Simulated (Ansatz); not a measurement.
Skutterudite CoSb₃, treated with LDA in Ansatz (plane waves, PAW).

Run with plane-wave cutoff 520 eV, 6×6×6 k mesh, Fermi–Dirac smearing 0.01 eV, no spin polarisation, scalar-relativistic PAW data made under PBE.

Shape and atoms are relaxed at each volume.

Pressure at four volumes; x = ln(V/22.144 Å³). One pressure is withheld.

| V (Å³/atom) | x | P (GPa) |
|---|---|---|
| 21.258 | -0.0408 | ? |
| 21.701 | -0.0202 | 2.18 |
| 22.144 | 0.0000 | 0.00 |
| 23.030 | 0.0392 | -3.67 |

Problem. Pass a parabola P(x) through the three rows shown, estimate the bulk modulus and its pressure derivative near zero pressure, and predict the withheld pressure.

Solution. Slopes between the rows: (0.00 − (2.18))/(0.0000 − (-0.0202)) = -107.92 and (-3.67 − (0.00))/(0.0392 − (0.0000)) = -93.62 GPa. Their difference over the span 0.0594 is c = 14.30/0.0594 = 240.7 GPa, so P(x) = 2.18 + (-107.92)(x − (-0.0202)) + 240.7 (x − (-0.0202))(x − (0.0000)). At the middle row B = −dP/dx = −[-107.92 + 240.7 × 0.0202] = 103.1 GPa, and B′ = dB/dP = 2c/B = 4.7. At x = -0.0408 the parabola gives 4.61 GPa; the run gives 4.63 GPa. The Birch–Murnaghan fit to the energies at all volumes has B0 = 103 GPa and B′ = 4.8.

Measured, for comparison: bulk modulus 95 ± 5 GPa (room temperature, not corrected to a static lattice, our sources range from 85.0 to 95.0; as tabulated in Alexeev et al. (2016), arXiv:1601.07731). Computed (rounded) less measured: bulk modulus +8 % (+8 % to +21 % over the range). A static lattice is as a rule a little smaller and stiffer than an uncorrected measurement, which can account for part of this.

Note: the bulk modulus comes from volumes at which shape and atoms were relaxed.

Spin–orbit coupling is not included.

Ansatz is an electronic-structure program.
